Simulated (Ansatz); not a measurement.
# Ag: one input, then a changed one

The structure comes from a relaxation in the same program, started in the sc type, and has space group Pm-3m. Whether it is a known phase or the ground state wasn't checked.

First run: DFT, PBEsol, all-electron LAPW, scalar-relativistic (Ansatz 0.2.0).

Command: `ansatz run input.yaml --threads 1 --pin off --max-ram 2048MiB --backend cpu --events-out ev --progress --plain --runs-dir out` The run took about 7.6 s on 1 thread of a shared machine.

```yaml
crystal:
  lattice:
    - [2.7514544691, 0.0, 0.0]
    - [0.0, 2.7514544691, 0.0]
    - [0.0, 0.0, 2.7514544691]
  atoms:
    - { symbol: Ag, position: [0.0, 0.0, 0.0] }
kpoints:
  mp_grid: { grid: [12, 12, 12] }
  band_path:
    path:
      - [0.0, 0.0, 0.0]
      - [0.0, 0.5, 0.0]
      - [0.5, 0.5, 0.0]
      - [0.0, 0.0, 0.0]
      - [0.5, 0.5, 0.5]
      - [0.0, 0.5, 0.0]
      - [0.5, 0.5, 0.5]
      - [0.5, 0.5, 0.0]
    npoints: 5
scf:
  occupations: { method: fermi_dirac, width: 0.05 }
hamiltonian:
  xc: pbesol
  pseudopotentials: { kind: all_electron, lapw: { basis_error: 0.00025 } }
output:
  forces: true
  stress: true
  eigenvalues: true
```

Result: converged; pressure -5.21 GPa; 6 SCF iterations.

A second input differs as follows:

```diff
@@ -5,5 +5,5 @@
     - [0.0, 0.0, 2.7514544691]
   atoms:
-    - { symbol: Ag, position: [0.0, 0.0, 0.0] }
+    - { symbol: Ag, position: [0.0, 0.0, 0.0], spin: 2.0 }
 kpoints:
   mp_grid: { grid: [12, 12, 12] }
@@ -21,4 +21,5 @@
 scf:
   occupations: { method: fermi_dirac, width: 0.05 }
+  max_iter: 75
 hamiltonian:
   xc: pbesol
```

What is wrong with it, and what does the program do?

The fault is a moment without spin polarisation. The run refused before any iteration. The log ends:
```
Error: inconsistent input (magnetization.spin_polarized): false but per-atom `spin:`, `per_species`, `initial_magnetization`, `magnetic_field`, or `spin_locking` is set
```
